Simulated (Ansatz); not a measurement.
Te, before and after

The cell of Te is invented: 6-connected net of one element (I4_1/amd, No. 141). Lengths were set from tabulated atomic sizes, so they are only a guess.

start.xyz

```xyz
4
Lattice="-4.0242 4.0242 1.4517 4.0242 -4.0242 1.4517 4.0242 4.0242 -1.4517" Properties=species:S:1:pos:R:3 pbc="T T T"
Te    4.0242    2.0121    0.3629
Te    0.0000    2.0121    1.8146
Te    2.0121    4.0242   -0.3629
Te    2.0121    0.0000    1.0888
```

Method: DFT PBE, scalar-relativistic, plane waves, PAW in Ansatz. Cutoff 420 eV, Gaussian smearing, Γ-centred meshes. Cell and atoms relax first on a coarse mesh and then on a finer one. In between, the cell is made exact in the group found at 0.06 Å. In metals the finer mesh still leaves noise of several meV/atom or more. The steps can't lower the symmetry of their start. No spin polarisation.

end.xyz

```xyz
4
Lattice="-4.4040 4.4040 1.6018 4.4040 -4.4040 1.6018 4.4040 4.4040 -1.6018" Properties=species:S:1:pos:R:3 pbc="T T T"
Te    4.4040    2.2020    0.4005
Te    0.0000    2.2020    2.0023
Te    2.2020    4.4040   -0.4005
Te    2.2020    0.0000    1.2014
```

The symmetry stays I4_1/amd (No. 141). The volume per atom grows by 32.1 %, from 23.5 to 31.1 Å³. The shortest distance goes from 2.90 Å (Te–Te) to 3.20 Å (Te–Te). The energy falls by about 0.52 eV/atom (the start's value is from the coarse mesh).

```json
{
 "Volume per atom": "31.07 Å³",
 "Density": "6.82 g/cm³",
 "Energy over the standard state": "+0.12 eV/atom",
 "Gap on the 16×16×16 mesh of the 4-atom cell": "0 eV (a metal)"
}
```

Energies count from the standard state of Te at the same level. So it is a metastable form at best.

The last run used Gaussian smearing of 0.10 eV. Spin–orbit coupling, which can matter for Te, is left out. The reference form of Te is held partly by dispersion forces, which this level lacks. A structure relaxed within its symmetry needn't be a true minimum. In all, the 3 runs took 8.8 min on 1 thread of Arm Neoverse V1, on a shared host.
